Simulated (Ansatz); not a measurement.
# PtSe2: band gap under strain

Aim: follow the gap of PtSe2 in the CdI2 structure through these states: no strain; +5.0 % strain along x alone; -1.0 % strain along z alone. The table at the end shows which levels were run.

Code: Ansatz 0.2.0. PAW datasets, plane waves. No spin polarisation and no zero-point or thermal motion.

## (1) The structure to begin with

The unstrained cell was relaxed with r2SCAN+rVV10; in each strained cell the atoms were relaxed again with r2SCAN+rVV10. Names of k-points are those of the unstrained zone, where strain can split equivalent points. First state: no strain.

It is trigonal, P-3m1 (No. 164); a = 3.729 Å, c = 5.277 Å in the conventional setting, 21.18 Å³ an atom. Pt has 6 Se at 2.51 Å; Se has 3 Pt at 2.51 Å.

The structure in full:

```xyz
3
Lattice="3.7287 0.0000 0.0000 -1.8643 3.2291 0.0000 0.0000 0.0000 5.2772" Properties=species:S:1:pos:R:3 pbc="T T T"
Pt    0.0000    0.0000    0.0000
Se    0.0000    2.1527    1.2993
Se    1.8643    1.0764    3.9778
```

## (2) No strain: PBE

Input file input.yaml:

```yaml
crystal:
  lattice:
    - [3.7286503765, 0.0, 0.0]
    - [-1.8643251883, 3.2291059479, 0.0]
    - [0.0, 0.0, 5.2771565025]
  atoms:
    - { symbol: Pt, position: [0.0, 0.0, 0.0] }
    - { symbol: Se, position: [0.3333333333, 0.6666666667, 0.2462189008] }
    - { symbol: Se, position: [0.6666666667, 0.3333333333, 0.7537810992] }
kpoints:
  mp_grid: { grid: [12, 12, 6] }
  band_path:
    path:
      - [0.0, 0.0, 0.0]
      - [0.5, 0.0, 0.0]
      - [0.3333333333, 0.3333333333, 0.0]
      - [0.0, 0.0, 0.5]
      - [0.5, 0.0, 0.5]
      - [0.3333333333, 0.3333333333, 0.5]
      - [0.3, 0.3, 0.0]
      - [0.0, 0.25, 0.3333333333]
    npoints: 1
hamiltonian:
  xc: pbe
scf:
  occupations: { method: fermi_dirac, width: 0.02 }
  n_extra_bands: 4
output:
  forces: true
  stress: true
  eigenvalues: true
```

The runs that follow: No strain: r2SCAN; No strain: HSE06; +5.0 % strain along x alone: PBE; +5.0 % strain along x alone: r2SCAN; +5.0 % strain along x alone: HSE06; -1.0 % strain along z alone: PBE; -1.0 % strain along z alone: r2SCAN; -1.0 % strain along z alone: HSE06.

**Question.** What will these runs give?

**Answer**, as computed:

Least gap in eV (negative: overlap), with the change from the unstrained cell in brackets:

```
                      state  volume change (%)            PBE         r2SCAN         HSE06
                  no strain               +0.0          -0.16          -0.04          0.10
+5.0 % strain along x alone               +5.0  -0.16 (+0.00)  -0.06 (-0.02)  0.17 (+0.07)
-1.0 % strain along z alone               -1.0  -0.24 (-0.08)  -0.11 (-0.07)  0.02 (-0.08)
```

What this shows: The largest move of the HSE06 gap in the table is +0.077 eV, under +5.0 % strain along x alone. PBE and HSE06 differ by 0.25 eV on the unstrained gap, and by at most 0.08 eV on its change. Under +5.0 % strain along x alone PBE gives no gap, or under 0.02 eV, while HSE06 has one. Spin-orbit coupling is left out of the table, though the cell holds Pt (Z = 78); in an element this heavy it can shift bands and gaps by tenths of an eV.
